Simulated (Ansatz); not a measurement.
# BN: the cost of one run

Program: Ansatz 0.2.0. Level of theory: DFT PBE, scalar-relativistic, plane waves, PAW. These are calculated values, not measurements.

### Step 1. The system as given

Symmetry: Fddd, No. 70, orthorhombic system. The conventional cell has a = 4.824 Å, b = 6.604 Å, c = 6.604 Å, α = 90.00°, β = 90.00°, γ = 90.00°. B (site symmetry 2) has 4 N at 1.48 Å as nearest neighbours. N (site symmetry 2) is surrounded by 4 B at 1.48 Å.

Structure file:

```
B N
1.0
     0.00000    3.30191    3.30191
     2.41198    0.00000    3.30191
     2.41198    3.30191    0.00000
B N
4 4
Direct
  0.09107 0.09107 0.40893
  0.40893 0.40893 0.09107
  0.15893 0.15893 0.84107
  0.84107 0.84107 0.15893
  0.15893 0.84107 0.15893
  0.84107 0.15893 0.84107
  0.09107 0.40893 0.09107
  0.40893 0.09107 0.40893
```

A structure generator made this guess: 4-connected net, two elements alternating (Fddd, No. 70). Lengths come from tabulated atomic sizes and are only a guess.

### Step 2. Probe: one point on a coarse mesh

Input file input.yaml:

```yaml
crystal:
  lattice:
    - [0.0, 3.30191456, 3.30191456]
    - [2.41197682, 0.0, 3.30191456]
    - [2.41197682, 3.30191456, 0.0]
  atoms:
    - { symbol: B, position: [0.09107488, 0.09107488, 0.40892512] }
    - { symbol: B, position: [0.40892512, 0.40892512, 0.09107488] }
    - { symbol: B, position: [0.15892512, 0.15892512, 0.84107488] }
    - { symbol: B, position: [0.84107488, 0.84107488, 0.15892512] }
    - { symbol: "N", position: [0.15892512, 0.84107488, 0.15892512] }
    - { symbol: "N", position: [0.84107488, 0.15892512, 0.84107488] }
    - { symbol: "N", position: [0.09107488, 0.40892512, 0.09107488] }
    - { symbol: "N", position: [0.40892512, 0.09107488, 0.40892512] }
basis:
  ecutwfc: 420
kpoints:
  mp_grid: { grid: [6, 6, 6] }
hamiltonian:
  xc: pbe
scf:
  occupations: { method: gaussian, width: 0.1 }
  lower_state_search: "off"
output:
  forces: true
  stress: true
  eigenvalues: true
```

Command:

```console
ansatz run input.yaml --threads 1 --pin off --max-ram 2560MiB --backend cpu --events-out ev --progress --plain --runs-dir out
```

Q: Estimate wall time and peak memory on 1 thread of Intel Xeon at 2.50GHz (Skylake/Cascade Lake), shared host.

About 6.5 s, with a peak of 0.35 GiB.
